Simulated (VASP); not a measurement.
The system is PbF2 (Fluorocronite).

```
Pb F
1.0
     0.00000    2.94621    2.94621
     2.94621    0.00000    2.94621
     2.94621    2.94621    0.00000
Pb F
1 2
Direct
  0.00000 0.00000 0.00000
  0.25000 0.25000 0.25000
  0.75000 0.75000 0.75000
```

Base run:

- Program: VASP 6.6.1
- Functional: PBE0
- Potentials or basis: VASP PAW PBE potentials, release 64 (Pb_d, F)
- Cutoff: 520 eV
- k mesh: 6 × 6 × 6
- Occupations: gaussian, width 0.03 eV
- Spin: no spin polarisation

Its results: band gap on the k mesh 6.46 eV, indirect (least direct gap 6.57 eV); pressure 2.1 GPa.

Task: The run is repeated on the same cell with these changes: functional from PBE0 to PBE; further incar settings from ALGO = Normal; EDIFF = 1e-06 to ALGO = Fast; EDIFF = 1e-06. What comes out?

Result: Band gap on the k mesh 4.44 eV, indirect (least direct gap 4.56 eV); pressure 3.9 GPa.

Caveats: spin-orbit coupling is left out, which as a rule narrows the gap of such compounds by several tenths of an eV; the PAW data sets were made with another functional, which shifts forces and pressure a little (some runs).
